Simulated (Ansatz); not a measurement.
**CO2 in Ansatz: the effect of functional**

CO2:

```
O C
1.0
    -1.97473    1.97473    3.01406
     1.97473   -1.97473    3.01406
     1.97473    1.97473   -3.01406
O C
4 2
Direct
  0.87500 0.95980 0.58480
  0.37500 0.29020 0.41520
  0.04020 0.62500 0.91520
  0.70980 0.12500 0.08480
  0.00000 0.00000 0.00000
  0.75000 0.25000 0.50000
```

The cell comes from a database or a generator and needn't be the stable form of this composition.

Alike in all runs:

| Item | Value |
| --- | --- |
| Program | Ansatz 0.2.0 |
| Task | band structure |
| Potentials or basis | Ansatz PAW |
| Cutoff | 420 eV (not typed: the program's choice for these potentials) |
| k mesh | 9 × 9 × 9 |
| Occupations | fermi-dirac, width 0.05 eV |
| Spin | no spin polarisation |

```csv
functional,gap on the mesh (eV),pressure (GPa),largest force (eV/Å)
LDA,?,?,?
PBE,7.72,-0.4,0.02
PBEsol,7.59,-6.6,0.21
```

What does the run with functional LDA give?

gap on the mesh 7.46 eV; pressure -14.0 GPa; largest force 0.55 eV/Å.

Caveats: the PAW data sets come from PBE, with cores solved anew for the run's functional, which leaves a small shift of forces and pressure (some runs).

